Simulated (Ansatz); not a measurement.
The system is Sb.

```xyz
2
Lattice="3.3545 0.0000 0.0000 -1.6773 2.9051 0.0000 0.0000 0.0000 5.4702" Properties=species:S:1:pos:R:3 pbc="T T T"
Sb    1.6773    0.9684    4.1026
Sb    0.0000    1.9367    1.3675
```

This isn't the form of Sb at room conditions, which is rhombohedral.

```yaml
Program: Ansatz 0.2.0
Task: relaxation of cell and atoms
Functional: PBEsol
Potentials_or_basis: Ansatz PAW
Cutoff: "420 eV (not typed: the program's choice for these potentials)"
k_mesh: 9 × 9 × 5
Occupations: fermi-dirac, width 0.05 eV
Spin: no spin polarisation
```

At the start: volume 26.65 Å³/atom.

**Question.** Where does the relaxation end?

**Answer.** It ends after 10 steps and the volume is 26.04 Å³/atom (-2.3 %); space group P6_3/mmc (No. 194, to 0.05 Å).

Step by step:
```csv
step,energy change (eV),largest force (eV/Å),volume (Å³)
1,0.0000,0.0000,53.31
2,-0.0057,0.0000,51.32
3,-0.0073,0.0000,52.00
4,-0.0073,0.0000,51.98
5,-0.0075,0.0000,51.92
6,-0.0077,0.0000,51.89
7,-0.0077,0.0000,52.13
8,-0.0079,0.0000,52.11
9,-0.0079,0.0000,52.07
10,-0.0076,0.0000,52.07
```

Final structure:
```
Sb
1.0
     3.35419    0.00000    0.00000
    -1.67710    2.90482    0.00000
     0.00000    0.00000    5.34434
Sb
2
Direct
  0.66667 0.33333 0.75000
  0.33333 0.66667 0.25000
```

Caveat: the plane-wave basis is chosen anew once the cell has moved, so the energies of steps on either side of that aren't comparable; the PAW data sets come from PBE, with cores solved anew for the run's functional, which leaves a small shift of forces and pressure.
